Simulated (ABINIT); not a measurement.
The system is As.

```
As
1.0
     1.82500   -5.50000    0.00000
     1.82500    5.50000    0.00000
     0.00000    0.00000    4.47000
As
4
Cartesian
  1.8250 1.2100 2.5032
  1.8250 -4.2900 4.2018
  1.8250 -1.2100 1.9668
  1.8250 4.2900 0.2682
```

This isn't the form of As at room conditions, which is rhombohedral.

| Property | Result |
| --- | --- |
| Program | ABINIT 10.8.3 (patched build) |
| Task | relaxation of cell and atoms |
| Functional | PBE |
| Dispersion | D3(BJ) |
| Potentials or basis | JTH PAW PBE v2.0 |
| Cutoff | 408 eV |
| k mesh | 4 × 4 × 3 |
| Occupations | fermi-dirac, width 0.05 eV |
| Spin | no spin polarisation |

At the start: pressure 0.4 GPa; volume 22.43 Å³/atom.

Question: How do energy, volume and symmetry change on relaxing?

Answer: Over 14 steps the energy falls by 27.9 meV/atom and the volume is 20.91 Å³/atom (-6.8 %); space group Cmce (No. 64, to 0.05 Å).

The path:
```
step  energy change (eV)  largest force (eV/Å)  pressure (GPa)  volume (Å³)
   1              0.0000                0.3455            0.38        89.74
   2             -0.0085                0.2723            0.16        89.79
   3             -0.0243                0.0974           -0.75        89.91
   4             -0.0268                0.0966           -0.79        89.83
   5             -0.0815                0.2051           -1.76        86.20
   6             -0.0866                0.1231           -1.34        86.21
   7             -0.0941                0.0595           -0.51        85.39
   8             -0.0989                0.0611            0.06        84.60
   9             -0.1019                0.0894            0.39        83.86
  10             -0.1033                0.1108            0.39        83.74
  11             -0.1061                0.1386            0.25        83.64
  12             -0.1086                0.1292            0.12        83.61
  13             -0.1109                0.0719            0.05        83.60
  14             -0.1116                0.0216            0.09        83.62
```

Final structure:
```
As
1.0
     1.89142   -5.41450    0.00000
     1.89142    5.41450    0.00000
     0.00000    0.00000    4.08261
As
4
Direct
  0.38469 0.61531 0.54708
  0.88469 0.11531 0.95292
  0.61531 0.38469 0.45292
  0.11531 0.88469 0.04708
```

Caveat: the k mesh is coarse (spacing up to 0.47 Å⁻¹), so the values aren't converged; the log and the count of SCF iterations are those of the last ABINIT call alone; pairwise dispersion overbinds metals, which lowers pressure and volume.
